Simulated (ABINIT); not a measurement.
The system is AlFe.

```
Fe Al
1.0
     2.91000    0.00000    0.00000
     0.00000    2.91000    0.00000
     0.00000    0.00000    2.91000
Fe Al
1 1
Direct
  0.50000 0.50000 0.50000
  0.00000 0.00000 0.00000
```

Base run:

| Property | Result |
| --- | --- |
| Program | ABINIT 10.8.3 (patched build) |
| Functional | RPBE |
| Potentials or basis | JTH PAW PBE v2.0 |
| Cutoff | 707 eV |
| k mesh | 9 × 9 × 9 |
| Occupations | fermi-dirac, width 0.05 eV |
| Spin | collinear spin, ferromagnetic start |
| Starting moments | [3.0, 0.0] μB |

Its results: band gap on the k mesh none (metal or under the smearing width); pressure -3.1 GPa; net moment 0.68 μB per cell; site moments Fe +0.73; Al -0.02 μB.

Q: After a change of settings the same cell gave: band gap on the k mesh none (metal or under the smearing width); pressure -4.0 GPa; net moment 0.68 μB per cell; site moments Fe +0.72; Al -0.02 μB. Which change was it?
A. functional from RPBE to revPBE
B. functional from RPBE to PBE; k mesh from 9 × 9 × 9 to 5 × 5 × 5
C. functional from RPBE to PBE; k mesh from 9 × 9 × 9 to 4 × 4 × 4
D. functional from RPBE to BP86

A: A.

Caveats: the PAW data sets were made with another functional, which shifts forces and pressure a little.
